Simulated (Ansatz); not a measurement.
ZrN: N interstitial

The calculation used Ansatz 0.2.0, DFT PBE, scalar-relativistic, plane waves, PAW. Settings: 420 eV cutoff, 6×6×6 k-mesh, shifted by half a step, Gaussian smearing of 0.10 eV, no spin polarisation.

Host crystal, relaxed:

```
Zr N
1.0
     0.00000    2.29730    2.29730
     2.29730    0.00000    2.29730
     2.29730    2.29730    0.00000
Zr N
1 1
Direct
  0.50000 0.50000 0.50000
  0.00000 0.00000 0.00000
```

Supercell of 8 atoms, rows in host cell vectors: -1 1 -1; -1 -1 1; -1 1 1. Atoms relax at the host's cell, keeping the symmetry that the supercell leaves at the site. The cell is small, so energies carry finite-size errors of tenths of an eV. The host is a metal. Atoms are taken from and returned to the elements' standard states.

A cell with an odd number of electrons and no spin polarisation is a metal by construction and may be lower with spin.

Defect: N interstitial set at (0.250, 0.250, 0.250) of the host cell. Before relaxation its nearest neighbours are 4 Zr at 1.99 Å, 4 N at 1.99 Å.

| charge | E_f at the valence band top (eV) | moment (μB) | largest move (Å) | atoms near the site |
| --- | --- | --- | --- | --- |
| 0 | 3.78 | 0.00 | 0.25 | 4 Zr at 2.01 Å, 4 N at 2.24 Å |